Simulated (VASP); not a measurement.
# Mo (Im-3m) in VASP: further runs

One crystal, Mo, is run at these levels: PBE; tasks: relaxation of cell and atoms.

All numbers are computed with VASP 6.6.1; they aren't measurements. Logs are shortened: lines on timing, memory, paths and dates and some standing lists are left out, and cuts for length are marked.

## Step 1: The structure

It takes space group Im-3m (No. 229, cubic). Conventional cell: a = 3.147 Å, b = 3.147 Å, c = 3.147 Å, α = 90.00°, β = 90.00°, γ = 90.00°. Mo (site symmetry m-3m) is surrounded by 8 Mo at 2.73 Å.

## Step 2: Relaxation of cell and atoms, PBE

INCAR reads:

```
PREC = Accurate
ENCUT = 520
EDIFF = 1E-7
ISMEAR = 1
SIGMA = 0.2
LREAL = False
LASPH = True
NELM = 80
ALGO = Normal
ISIF = 3
LWAVE = False
LCHARG = False
GGA = PE
IBRION = 2
NSW = 80
EDIFFG = -0.002
```

KPOINTS reads:

```
Automatic mesh
0
Gamma
  18 18 18
```

POSCAR reads:

```
Mo
1.0
   -1.5734150000      1.5734150000      1.5734150000
    1.5734150000     -1.5734150000      1.5734150000
    1.5734150000      1.5734150000     -1.5734150000
Mo
1
Direct
    0.0000000000      0.0000000000      0.0000000000
```

Potentials or basis: VASP PAW PBE potentials, release 64 (Mo_sv).

Launch:

```bash
cat potpaw_PBE.64/Mo_sv/POTCAR > POTCAR
mpirun -np 1 vasp_std > vasp.out
```

OUTCAR:

```text
PREC = Accurate
   ENCUT = 520
   EDIFF = 1E-7
   ISMEAR = 1
   LREAL = False
   LASPH = True
   NELM = 80
   ISIF = 3
   GGA = PE
   IBRION = 2
   NSW = 80
   EDIFFG = -0.002

 ion  position               nearest neighbor table
   1  0.000  0.000  0.000-

  LATTYP: Found a body centered cubic cell.
 ALAT       =     3.1468300000

  Lattice vectors:

 A1 = (  -1.5734150000,   1.5734150000,   1.5734150000)
 A2 = (   1.5734150000,  -1.5734150000,   1.5734150000)
 A3 = (   1.5734150000,   1.5734150000,  -1.5734150000)

Analysis of symmetry for initial positions (statically):
=====================================================================
 Subroutine PRICEL returns:
 Original cell was already a primitive cell.

 Routine SETGRP: Setting up the symmetry group for a
 body centered cubic supercell.

 Subroutine GETGRP returns: Found 48 space group operations
 (whereof 48 operations were pure point group operations)
 out of a pool of 48 trial point group operations.

The static configuration has the point symmetry O_h .

Analysis of symmetry for dynamics (positions and initial velocities):
=====================================================================
 Subroutine PRICEL returns:
 Original cell was already a primitive cell.

 Routine SETGRP: Setting up the symmetry group for a
 body centered cubic supercell.

 Subroutine GETGRP returns: Found 48 space group operations
 (whereof 48 operations were pure point group operations)
 out of a pool of 48 trial point group operations.

The dynamic configuration has the point symmetry O_h .

 Subroutine INISYM returns: Found 48 space group operations
 (whereof 48 operations are pure point group operations),
 and found     1 'primitive' translations

----------------------------------------------------------------------------------------

                                     Primitive cell

  volume of cell :      15.5808

  direct lattice vectors                    reciprocal lattice vectors
    -1.573415000  1.573415000  1.573415000     0.000000000  0.317780115  0.317780115
     1.573415000 -1.573415000  1.573415000     0.317780115  0.000000000  0.317780115
     1.573415000  1.573415000 -1.573415000     0.317780115  0.317780115  0.000000000

  length of vectors
     2.725234721  2.725234721  2.725234721     0.449408949  0.449408949  0.449408949

  position of ions in fractional coordinates (direct lattice)
[... 97 lines left out ...]
     AMIX_MAG =   1.60;   BMIX_MAG =  1.00
  volume/ion in A,a.u.               =      15.58       105.14
  Fermi-wavevector in a.u.,A,eV,Ry     =   1.579747  2.985289 33.954710  2.495601
  Thomas-Fermi vector in A             =   2.680079
   LORBIT       =      0    0 simple, 1 ext, 2 COOP (PROOUT), +10 PAW based schemes
   GGA     = PE    functional components
   LHFCALC =     F    Hartree Fock is set to
   AEXX    =    0.0000 exact exchange contribution
   IVDW    =     0    specifies the selected vdW correction
   LEPSILON=     F    determine dielectric tensor
   LRPA    =     F    only Hartree local field effects (RPA)
 conjugate gradient relaxation of ions
 non-spin polarized calculation
 Methfessel and Paxton  Order N= 1 SIGMA  =   0.20
  energy-cutoff  :      520.00
  volume of cell :       15.58
 maximum number of plane-waves:       432
   NGX = 11   NGY = 11   NGZ = 11

--------------------------------------- Ionic step        1  -------------------------------------------

 number of electron      14.0000001 magnetization

 Free energy of the ion-electron system (eV)
  ---------------------------------------------------
  ext. energy  EPLUGINS =         0.00000000
  ---------------------------------------------------
  free energy    TOTEN  =       -10.92999286 eV

  energy without entropy =      -10.93185066  energy(sigma->0) =      -10.93061212

------------------------ aborting loop because EDIFF is reached ----------------------------------------

  FORCE on cell =-STRESS in cart. coord.  units (eV):
  Direction    XX          YY          ZZ          XY          YZ          ZX
  --------------------------------------------------------------------------------------
  -------------------------------------------------------------------------------------
  Total        0.3897763      0.3897763      0.3897763     -0.0000000     -0.0000000      0.0000000
  in kB       40.0807783     40.0807783     40.0807783     -0.0000000     -0.0000000      0.0000000
  external PRESSURE =      40.0807783 kB  Pullay stress =       0.0000000 kB
[... 197 lines left out ...]
--------------------------------------- Ionic step        7  -------------------------------------------

 number of electron      14.0000004 magnetization

 Free energy of the ion-electron system (eV)
  ---------------------------------------------------
  ext. energy  EPLUGINS =         0.00000000
  ---------------------------------------------------
  free energy    TOTEN  =       -10.93287428 eV

  energy without entropy =      -10.93456816  energy(sigma->0) =      -10.93343890

 E-fermi :  12.4350     XC(G=0): -13.3253

 val. band max:       12.4282182520   @ k =  -0.3889   0.4444   0.2778
 cond. band min:      12.4828834666   @ k =  -0.3333   0.3889   0.2778
 fundamental gap:      0.0546652146
 Fermi energy:        12.4349537227

 k-point     1 :       0.0000    0.0000    0.0000
  band No.  band energies     occupation
      1     -48.8737      2.00000
      2     -22.1661      2.00000
      3     -22.1661      2.00000
      4     -22.1661      2.00000
      5       5.2102      2.00000
      6      11.0648      2.00000
      7      11.0648      2.00000
      8      11.0648      2.00000
      9      14.0478     -0.00000
     10      14.0478     -0.00000
     11      27.2217      0.00000
[... 309 lines left out ...]
 k-point    24 :       0.3889    0.1111    0.0000
  band No.  band energies     occupation
      1     -48.6211      2.00000
      2     -23.4317      2.00000
      3     -22.6344      2.00000
      4     -22.2354      2.00000
      5       7.5594      2.00000
      6       9.2141      2.00000
      7      12.4025      1.27061
      8      13.9474     -0.00000
      9      15.0623     -0.00000
     10      17.7116      0.00000
     11      23.9646      0.00000

 [... further k-points ...]

------------------------ aborting loop because EDIFF is reached ----------------------------------------

  FORCE on cell =-STRESS in cart. coord.  units (eV):
  Direction    XX          YY          ZZ          XY          YZ          ZX
  --------------------------------------------------------------------------------------
  -------------------------------------------------------------------------------------
  Total        0.0019187      0.0019187      0.0019187     -0.0000000     -0.0000000      0.0000000
  in kB        0.1943860      0.1943860      0.1943860     -0.0000000     -0.0000000      0.0000000
  external PRESSURE =       0.1943860 kB  Pullay stress =       0.0000000 kB
[... 16 lines left out ...]
  FREE ENERGIE OF THE ION-ELECTRON SYSTEM (eV)
  ---------------------------------------------------
  free  energy   TOTEN  =       -10.9328742751 eV

  energy  without entropy=      -10.9345681642  energy(sigma->0) =      -10.93343890

 reached required accuracy - stopping structural energy minimisation
```

CONTCAR:

```text
Mo
   1.00000000000000
    -1.5812311916163386    1.5812311916163386    1.5812311916163386
     1.5812311916163386   -1.5812311916163386    1.5812311916163386
     1.5812311916163386    1.5812311916163386   -1.5812311916163386
  Mo
     1
Direct
     0.0000000000000000    0.0000000000000000    0.0000000000000000

  0.00000000E+00  0.00000000E+00  0.00000000E+00
```

Run time: 46 s. Hardware: 1 thread of Intel Xeon Platinum 8488C (Sapphire Rapids), shared host; peak memory 0.15 GiB.

What came out:

```
Free energy                            : -10.9329 eV
Relaxed volume                         : 15.81 Å³/atom
Relaxed cell                           : a = 2.739 Å, b = 2.739 Å, c = 2.739 Å, α = 109.47°, β = 109.47°, γ = 109.47°
Space group after relaxing (to 0.05 Å) : Im-3m (No. 229)
Energy gained by relaxing              : 2.9 meV/atom
Ionic steps                            : 7
Pressure after relaxing                : 0.0 GPa
Band gap on the k mesh                 : none (metal or under the smearing width)
```

Step by step:
```tsv
step	energy change (eV)	largest force (eV/Å)	pressure (GPa)	volume (Å³)
1	0.0000	0.0000	4.01	15.58
2	0.0179	0.0000	-9.73	16.48
3	-0.0029	0.0000	-0.06	15.82
4	-0.0029	0.0000	0.02	15.81
5	-0.0029	0.0000	0.02	15.81
6	-0.0029	0.0000	0.02	15.81
7	-0.0029	0.0000	0.02	15.81
```

Final structure:
```
CELL_PARAMETERS angstrom
-1.58123 1.58123 1.58123
1.58123 -1.58123 1.58123
1.58123 1.58123 -1.58123
ATOMIC_POSITIONS crystal
Mo 0.00000 0.00000 0.00000
```

PBE usually gives volumes a little too large and moduli too small. Zero-point motion and thermal expansion aren't in these numbers.

## Step 3: Relaxation of cell and atoms, PBE

This run uses another cell than the first one, of 15.81 Å³/atom, 1.015 times its volume.

INCAR is that of step 2.

KPOINTS is that of step 2.

POSCAR reads:

```
Mo                                      
1.0
   -1.5812311916      1.5812311916      1.5812311916
    1.5812311916     -1.5812311916      1.5812311916
    1.5812311916      1.5812311916     -1.5812311916
  Mo            
     1
Direct
     0.0000000000000000    0.0000000000000000    0.0000000000000000
```

Potentials or basis: VASP PAW PBE potentials, release 64 (Mo_sv).

Launch:

```bash
cat potpaw_PBE.64/Mo_sv/POTCAR > POTCAR
mpirun -np 1 vasp_std > vasp.out
```

OUTCAR:

```text
PREC = Accurate
   ENCUT = 520
   EDIFF = 1E-7
   ISMEAR = 1
   LREAL = False
   LASPH = True
   NELM = 80
   ISIF = 3
   GGA = PE
   IBRION = 2
   NSW = 80
   EDIFFG = -0.002

 ion  position               nearest neighbor table
   1  0.000  0.000  0.000-

  LATTYP: Found a body centered cubic cell.
 ALAT       =     3.1624623832

  Lattice vectors:

 A1 = (  -1.5812311916,   1.5812311916,   1.5812311916)
[... 519 lines left out ...]

 [... further k-points ...]

------------------------ aborting loop because EDIFF is reached ----------------------------------------

  FORCE on cell =-STRESS in cart. coord.  units (eV):
  Direction    XX          YY          ZZ          XY          YZ          ZX
  --------------------------------------------------------------------------------------
  -------------------------------------------------------------------------------------
  Total        0.0016166      0.0016166      0.0016166      0.0000000      0.0000000      0.0000000
  in kB        0.1637834      0.1637834      0.1637834      0.0000000      0.0000000      0.0000000
  external PRESSURE =       0.1637834 kB  Pullay stress =       0.0000000 kB

 VOLUME and BASIS-vectors are now :
 -----------------------------------------------------------------------------
  energy-cutoff  :      520.00
  volume of cell :       15.81
      direct lattice vectors                 reciprocal lattice vectors
    -1.581231192  1.581231192  1.581231192     0.000000000  0.316209295  0.316209295
     1.581231192 -1.581231192  1.581231192     0.316209295  0.000000000  0.316209295
     1.581231192  1.581231192 -1.581231192     0.316209295  0.316209295  0.000000000

 POSITION                                       TOTAL-FORCE (eV/Angst)
 -----------------------------------------------------------------------------------
      0.00000      0.00000      0.00000         0.000000      0.000000     -0.000000
 -----------------------------------------------------------------------------------
    total drift:                                0.000000     -0.000000      0.000000

  FREE ENERGIE OF THE ION-ELECTRON SYSTEM (eV)
  ---------------------------------------------------
  free  energy   TOTEN  =       -10.9329773834 eV

  energy  without entropy=      -10.9346712818  energy(sigma->0) =      -10.93354202

 reached required accuracy - stopping structural energy minimisation
```

It took 15 s on 1 thread of Intel Xeon Platinum 8488C (Sapphire Rapids), shared host; peak memory 0.15 GiB.

What came out:

```
Free energy             : -10.9330 eV
Pressure after relaxing : 0.0 GPa
Band gap on the k mesh  : none (metal or under the smearing width)
```

Final structure:
```yaml
crystal:
  lattice:
    - [-1.58123, 1.58123, 1.58123]
    - [1.58123, -1.58123, 1.58123]
    - [1.58123, 1.58123, -1.58123]
  atoms:
    - { symbol: Mo, position: [0.00000, 0.00000, 0.00000] }
```

Levels at points of the mesh, in eV from the Fermi level:
| k point | band 5 | band 6 | band 7 | band 8 | band 9 | band 10 |
| --- | --- | --- | --- | --- | --- | --- |
| (0.00, 0.00, 0.00) | -7.22 | -1.37 | -1.37 | -1.37 | 1.61 | 1.61 |
| (0.50, 0.00, 0.00) | -5.28 | -3.38 | 1.56 | 1.63 | 2.25 | 4.63 |
| (0.50, 0.50, 0.50) | -5.38 | -5.38 | 3.89 | 3.89 | 3.89 | 8.95 |

Caveat: the relaxation stopped at its first step, so nothing moved.
